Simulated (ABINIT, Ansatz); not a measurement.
# BN (Qingsongite): G0W0 with ABINIT, start to end, part 3 of 3

Aim: the G0W0 gap of BN (Qingsongite) on PBE, step by step.

ABINIT 10.8.3; PBE and many-body steps on it, plane waves. Known limits of the many-body steps: not at the basis limit.

So far. Step 4 (Empty states on the mesh, 8×8×8 mesh, 226 bands): On this mesh the gap is 4.535 eV. Step 5 (Screening, 8×8×8 mesh, 218 bands, screening to 435.4 eV): Local fields lower ε∞ by 8 %.

### 6. Self-energy, 8×8×8 mesh, 218 bands, screening to 435.4 eV

The self-energy is evaluated for the states that the input lists, and the levels follow from it, in one-shot runs by the linearised quasiparticle equation.

This step: G0W0 on PBE, plane waves, norm-conserving pseudopotentials.

File run.abi:

```
acell 3*1.0 Angstrom
rprim 
  -0.000000000000 1.807500000000 1.807500000000
  1.807500000000 0.000000000000 1.807500000000
  1.807500000000 1.807500000000 -0.000000000000
ntypat 2
znucl 5 7
natom 2
typat 1 2
xred 
  0.000000000000 0.000000000000 0.000000000000
  0.250000000000 0.250000000000 0.250000000000
pp_dirpath "pseudos"
pseudos "B.upf, N.upf"
ecut 36
ngkpt 8 8 8
nshiftk 1
shiftk 0 0 0
kptopt 1
chksymbreak 0
istwfk *1
occopt 1
irdwfk 1
optdriver 4
nband 218
gwcalctyp 0
ecutsigx 36
symsigma 1
nkptgw 2
kptgw 
  0.0000000000 0.0000000000 0.0000000000
  0.5000000000 0.5000000000 0.0000000000
bdgw 
  2 7
  3 6
ecuteps 16
irdscr 1
ppmodel 1
indata_prefix "in"
outdata_prefix "out"
tmpdata_prefix "tmp"
```

Launch:

```bash
OMP_NUM_THREADS=1 mpirun -n 4 abinit run.abi > log
```

Numbers of over 12 decimals in the logs are rounded to 6 here.

Log:

```text
.Version 10.8.3 of ABINIT. v10.8.2 released Aug 2026.

 Symmetries : space group F-4 3 m (#216); Bravais cF (face-center cubic)
[... echo of the input left out ...]
== DATASET  1 ==================================================================
-   mpi_nproc: 4, omp_nthreads: 1 (-1 if OMP is not activated)

--- !DatasetInfo
iteration_state: {dtset: 1, }
dimensions: {natom: 2, nkpt: 29, mband: 218, nsppol: 1, nspinor: 1, nspden: 1, mpw: 869, }
cutoff_energies: {ecut:  36.0, pawecutdg:  -1.0, }
electrons: {nelect:   8.00000000E+00, charge:   0.00000000E+00, occopt:   1.00000000E+00, tsmear:   1.00000000E-02, }

 SIGMA: Calculation of the GW corrections

 Based on a program developped by R.W. Godby, V. Olevano, G. Onida, and L. Reining.
 Incorporated in ABINIT by V. Olevano, G.-M. Rignanese, and M. Torrent.
.Using double precision arithmetic ; gwpc =  8

[... cell and pseudopotentials left out ...]
--------------------------------------------------------------------------------

 ==== K-mesh for the wavefunctions ====
 Number of points in the irreducible wedge :    29
[... list of points left out ...]
 Together with 24 symmetry operations and time-reversal symmetry
 yields   512 points in the full Brillouin Zone.

 ==== Q-mesh for screening function ====
 Number of points in the irreducible wedge :    29
[... list of points left out ...]
 Together with 24 symmetry operations and time-reversal symmetry
 yields   512 points in the full Brillouin Zone.

 vcoul_init : cutoff-mode = AUXILIARY_FUNCTION
 q-points for optical limit:   1
     1)      0.000010    0.000020    0.000030
 setmesh: FFT mesh size selected  =    25x   25x   25
          total number of points  =        15625

 Number of electrons calculated from density =    8.0000; Expected =    8.0000
 average of density, n =  0.100376
 r_s =    1.3348
 omega_plasma =   30.5612 [eV]

 === KS Band Gaps ===
  >>>> For spin  1
   Minimum direct gap =   8.8782 [eV], located at k-point      :   0.0000  0.0000  0.0000
   Fundamental gap    =   4.5349 [eV], Top of valence bands at :   0.0000  0.0000  0.0000
                                       Bottom of conduction at :   0.5000  0.5000  0.0000
 SIGMA fundamental parameters:
 PLASMON POLE MODEL  1
 number of plane-waves for SigmaX                  869
 number of plane-waves for SigmaC and W            259
 number of plane-waves for wavefunctions           869
 number of bands                                   218
 number of independent spin polarizations            1
 number of spinorial components                      1
 number of k-points in IBZ                          29
 number of q-points in IBZ                          29
 number of symmetry operations                      24
 number of k-points in BZ                          512
 number of q-points in BZ                          512
 number of frequencies for dSigma/dE                 9
 frequency step for dSigma/dE [eV]                0.25
 number of omega for Sigma on real axis              0
 max omega for Sigma on real axis  [eV]           0.00
 zcut for avoiding poles [eV]                     0.10

 EPSILON^-1 parameters (SCR file):
 dimension of the eps^-1 matrix on file            259
 dimension of the eps^-1 matrix used               259
 number of plane-waves for wavefunctions           869
 number of bands                                   218
 number of q-points in IBZ                          29
 number of frequencies                               2
 number of real frequencies                          1
 number of imag frequencies                          1

 matrix elements of self-energy operator (all in [eV])

 Perturbative Calculation

--- !SelfEnergy_ee
iteration_state: {dtset: 1, }
kpoint     : [   0.000,    0.000,    0.000, ]
spin       : 1
KS_gap     :    8.878
QP_gap     :   11.038
Delta_QP_KS:    2.160
data: !SigmaeeData |
     Band     E0 <VxcDFT>   SigX SigC(E0)      Z dSigC/dE  Sig(E)    E-E0       E
        2   8.220 -18.520 -22.080   2.224   0.826  -0.211 -19.623  -1.103   7.117
        3   8.220 -18.520 -22.080   2.224   0.826  -0.211 -19.623  -1.103   7.117
        4   8.220 -18.520 -22.080   2.224   0.826  -0.211 -19.623  -1.103   7.117
        5  17.099 -13.778  -7.152  -5.372   0.842  -0.187 -12.721   1.057  18.155
        6  17.099 -13.778  -7.152  -5.372   0.842  -0.187 -12.721   1.057  18.155
        7  17.099 -13.778  -7.152  -5.372   0.842  -0.187 -12.721   1.057  18.155

--- !SelfEnergy_ee
iteration_state: {dtset: 1, }
kpoint     : [   0.500,    0.500,    0.000, ]
spin       : 1
KS_gap     :    9.442
QP_gap     :   11.458
Delta_QP_KS:    2.016
data: !SigmaeeData |
     Band     E0 <VxcDFT>   SigX SigC(E0)      Z dSigC/dE  Sig(E)    E-E0       E
        3   3.313 -16.496 -21.657   3.295   0.814  -0.228 -18.016  -1.520   1.793
        4   3.313 -16.496 -21.657   3.295   0.814  -0.228 -18.016  -1.520   1.793
        5  12.755 -12.570  -7.394  -4.595   0.854  -0.171 -12.074   0.496  13.251
        6  17.562 -12.696  -6.779  -5.183   0.850  -0.176 -12.071   0.624  18.186

== END DATASET(S) ==============================================================
================================================================================

 -outvars: echo values of variables after computation  --------
           etotal      0.0000000000E+00
            nband         218
             nkpt          29
          spgroup         216
 [... the other variables as echoed above ...]

 Calculation completed.
```

The job ended after 61 s (4 MPI ranks of Arm Neoverse V2, shared host; peak memory 2.2 GiB).

Numbers from this step:

- G0W0 gap on the points computed: 6.134 eV
- starting gap on the mesh: 4.535 eV
- k of the valence top: 0, 0, 0
- k of the conduction bottom: 0.5, 0.5, 0
- Z at the valence top: 0.826
- Z at the conduction bottom: 0.854
- least direct G0W0 gap on the computed points: 11.04 eV

The gap on the mesh goes from 4.53 eV to 6.13 eV, a correction of +1.60 eV.

Limits: finite bands, cutoff and mesh. v1 is the top filled band, c1 the lowest empty one. Levels before and after the correction, in eV, zero at the valence-band top of each column:

|  | conduction bottom | valence top |
| --- | --- | --- |
| Kohn-Sham | 4.53 | 0.00 |
| G0W0 | 6.13 | 0.00 |

|  | level | energy (eV) |
| --- | --- | --- |
| Kohn-Sham | Γ v3-v1 | 0.000 |
| Kohn-Sham | Γ c1-c3 | 8.878 |
| Kohn-Sham | (0.5 0.5 0) v2-v1 | -4.907 |
| Kohn-Sham | (0.5 0.5 0) c1 | 4.535 |
| Kohn-Sham | (0.5 0.5 0) c2 | 9.342 |
| G0W0 | Γ v3-v1 | 0.000 |
| G0W0 | Γ c1-c3 | 11.038 |
| G0W0 | (0.5 0.5 0) v2-v1 | -5.324 |
| G0W0 | (0.5 0.5 0) c1 | 6.134 |
| G0W0 | (0.5 0.5 0) c2 | 11.069 |

### 7. Where the time went

Times are wall times on 4 MPI ranks of Arm Neoverse V2, shared host, good to a factor of about two.

| step | time | share | memory (GiB) |
| --- | --- | --- | --- |
| ground state | 4 s | 1 % | 0.26 |
| bands along the symmetry lines | 3 s | 1 % | 0.23 |
| empty states on the mesh | 7.7 s | 1 % | 0.35 |
| screening | 7.8 min | 86 % | 2.2 |
| self-energy | 61 s | 11 % | 2.2 |

### 8. Outcome

- PBE gap: 4.54 eV, indirect
- G0W0 gap on the mesh: 6.13 eV
- GW settings: 8×8×8 mesh, 218 bands, screening to 435.4 eV, Godby-Needs plasmon pole
- known limits: not at the basis limit

In words: G0W0 moves the gap on the mesh from 4.53 eV to 6.13 eV (+1.60 eV), with Z of 0.83 and 0.85 at the edges. Local fields lower the RPA ε∞ on this mesh from 4.66 to 4.31. Only 2 of the mesh's irreducible points were corrected, so a valley elsewhere could overtake. The dearest step here is «screening». Bands and cutoff are finite, so the gap is not at the basis limit. The miss can reach some tenths of an eV and take either sign; the mesh is an error of its own. In the G0W0 run levels were corrected at 2 k points alone, so a gap called «on the mesh» is the least over those, and an edge elsewhere would be missed.

[Paths, hosts, dates, memory and timing lines, banners, echoed tables and standing remarks are left out of the program output.]

[Logs are printed without paths, hosts, clocks, repeated set-up lines and the standing remarks that a program may print on its own settings, such as how far it seeks lower states.]

[Runs of the session that timed out or met a known fault of the program may be left out.]

[Hosts, paths, dates, database ids (printed as entryN), source tags and the programs' standing remarks are cut or masked in the printed files.]

[G0W0 gaps are taken among the corrected bands and points alone; a level outside them can change the order at an edge.]

[Where Ansatz stands beside ABINIT at settings called matched, ABINIT's density can come from a denser mesh and the files from another edition; pairs whose starting gaps differed by over 0.03 eV were left out, so agreement reads better than it is.]
